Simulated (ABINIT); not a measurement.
Runs of ABINIT 10.8.3 (patched build) on CaO. The structure is cubic, space group Fm-3m (No. 225). Conventional cell: a = 4.807 Å, b = 4.807 Å, c = 4.807 Å, α = 90.00°, β = 90.00°, γ = 90.00°. Ca (site symmetry m-3m) is surrounded by 6 O at 2.40 Å. O (site symmetry m-3m) has 6 Ca at 2.40 Å as nearest neighbours. The cell is a database's computed one.

| task | level | potentials or basis | k mesh | cutoff (eV) | fine-grid cutoff | gap on the mesh (eV) | pressure (GPa) | V0 of scaled cells (Å³/atom) | B0 (GPa) |
| --- | --- | --- | --- | --- | --- | --- | --- | --- | --- |
| equation of state | WC | JTH PAW PBE v2.0 | 10 × 10 × 10 | 626 | 1224.51 eV | - | - | (b) | 116 |
| equation of state | PBE+D2 | JTH PAW PBE v2.0 | 10 × 10 × 10 | 626 | 1224.51 eV | - | - | 13.56 | 114 |
| band structure | WC | JTH PAW PBE v2.0 | 10 × 10 × 10 | 626 | 1224.51 eV | 3.56 | (a) | - | - |
| band structure | LDA | JTH PAW LDA v2.0 | 10 × 10 × 10 | 626 | 1224.51 eV | 3.48 | -7.1 | - | - |
| band structure | PBE | PseudoDojo NC SR PBE v0.5 standard | 10 × 10 × 10 | 1143 | - | 3.66 | (c) | - | - |
| equation of state | revPBE+D3(BJ) | JTH PAW PBE v2.0 | 10 × 10 × 10 | 626 | 1224.51 eV | - | - | 13.66 | 110 |
| equation of state | PBE | JTH PAW PBE v2.0 | 10 × 10 × 10 | 626 | 1224.51 eV | - | - | 14.09 | 105 |
| single point | PBEsol | JTH PAW PBE v2.0 | 13 × 13 × 13 | 626 | 1224.51 eV | 3.58 | -2.8 | - | - |
| equation of state | PW91 | JTH PAW PBE v2.0 | 10 × 10 × 10 | 626 | 1224.51 eV | - | - | 14.00 | 107 |
| equation of state | RPBE | JTH PAW PBE v2.0 | 10 × 10 × 10 | 626 | 1224.51 eV | - | - | 14.61 | 95 |
| single point | PBE | JTH PAW PBE v2.0 | 6 × 6 × 6 | 626 | 1224.51 eV | 3.65 | 1.5 | - | - |

Alike in all rows: no spin polarisation; cell as given; smearing fermi-dirac 0.05 eV.

Estimate the missing entries.

(a) -3.0; (b) 13.53; (c) 1.3.

Caveats: pressures at fixed basis lie under the slope of the energies (some runs); the PAW data sets were made with another functional, which shifts forces and pressure a little (some runs); an odd mesh through Γ misses points on the zone boundary, where band edges often lie (some runs).
